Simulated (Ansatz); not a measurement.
**ZnSe: the band gap up the ladder of functionals**

An exercise on one series of results from a longer session: the logs are not shown, and one member is left open.

The runs shown are made with Ansatz 0.2.0. PAW datasets, plane waves. No spin polarisation and no zero-point or thermal motion.

## The cell

The cell was relaxed beforehand with r2SCAN.

The symmetry is F-43m (No. 216, cubic); conventional cell a = 5.665 Å, 22.72 Å³ an atom. Zn has 4 Se at 2.45 Å; Se has 4 Zn at 2.45 Å.

The structure in full:

Space group F-43m (No. 216). a = 5.665 Å, b = 5.665 Å, c = 5.665 Å, α = 90.00°, β = 90.00°, γ = 90.00°
```
atom  site  symmetry       x       y       z
  Zn    4a      -43m  0.0000  0.0000  0.0000
  Se    4d      -43m  0.2500  0.2500  0.7500
```

The first run:

Contents of input.yaml:

```yaml
crystal:
  lattice:
    - [0.0, 2.8324206784, 2.8324206784]
    - [2.8324206784, 0.0, 2.8324206784]
    - [2.8324206784, 2.8324206784, 0.0]
  atoms:
    - { symbol: Zn, position: [0.0, 0.0, 0.0] }
    - { symbol: Se, position: [0.25, 0.25, 0.25] }
kpoints:
  mp_grid: { grid: [8, 8, 8] }
  band_path:
    path:
      - [[0.0, 0.0, 0.0], [-0.5, -0.5, 0.0], [-0.375, -0.375, 0.25]]
      - [[-0.375, 0.0, 0.375], [0.0, 0.0, 0.0], [0.0, 0.0, 0.5], [-0.5, -0.25, 0.25], [-0.5, -0.5, 0.0]]
    npoints: 10
hamiltonian:
  xc: pbe
scf:
  occupations: { method: fermi_dirac, width: 0.02 }
  n_extra_bands: 4
output:
  forces: true
  stress: true
  eigenvalues: true
```

Started as:

```sh
> ansatz run input.yaml --threads 2 --pin off --max-ram 2211MiB --backend cpu --events-out ev --progress --plain --runs-dir out
```

Among the steps run: PBE bands along the symmetry lines; Single point with r2SCAN; HSE06 at the same geometry; Single point with PBE+SOC; G0W0 on PBE; Single point with PBE0.

One of the session's tables, all rows but one given; the rest of the session is left out.

| level | gap (eV) |
| --- | --- |
| PBE | 1.29 |
| r2SCAN | ? |
| HSE06 | 2.42 |
| PBE+SOC | 1.17 |
| G0W0@PBE (135 empty bands) | 2.31 |
| PBE0 | 3.05 |

Estimate the missing values for r2SCAN.

The run gave: gap (eV): 1.87. In the column «gap (eV)» it lies between PBE (1.29) and G0W0@PBE (135 empty bands) (2.31).

Meshes: PBE 8×8×8, r2SCAN 8×8×8, HSE06 6×6×6, PBE+SOC 8×8×8, PBE0 6×6×6

Limits of these values: Spin-orbit coupling changes the PBE gap by -0.12 eV, and the other levels here lack it unless marked. Warnings in the runs' records: stress scf threshold loose, stress exchange threshold loose.
